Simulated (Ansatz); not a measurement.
GaAs:

```
As Ga
1.0
     0.00000    2.82685    2.82685
     2.82685    0.00000    2.82685
     2.82685    2.82685    0.00000
As Ga
1 1
Direct
  0.75000 0.75000 0.75000
  0.00000 0.00000 0.00000
```

Base run:

| Property | Result |
| --- | --- |
| Program | Ansatz 0.2.0 |
| Functional | LDA |
| Potentials or basis | Ansatz PAW |
| Cutoff | 420 eV (not typed: the program's choice for these potentials) |
| k mesh | 8 × 8 × 8 |
| Occupations | fermi-dirac, width 0.05 eV |
| Spin | no spin polarisation |

Its results: band gap on the k mesh 0.28 eV, direct; pressure -1.9 GPa.

Q: After a change of settings the same cell gave: band gap on the k mesh 0.44 eV, direct; pressure 0.2 GPa. Which change was it?
A. functional from LDA to PBE0; k mesh from 8 × 8 × 8 to 4 × 4 × 4
B. functional from LDA to PBE
C. k mesh from 8 × 8 × 8 to 6 × 6 × 6; spin from no spin polarisation to spin-orbit coupling, no magnetisation; potential files from those of the base run to others of the same set
D. functional from LDA to PBEsol

A: D.

PBEsol binds less tightly than LDA, so the same cell stands under more pressure.

Caveats: the PAW data sets come from PBE, with cores solved anew for the run's functional, which leaves a small shift of forces and pressure.
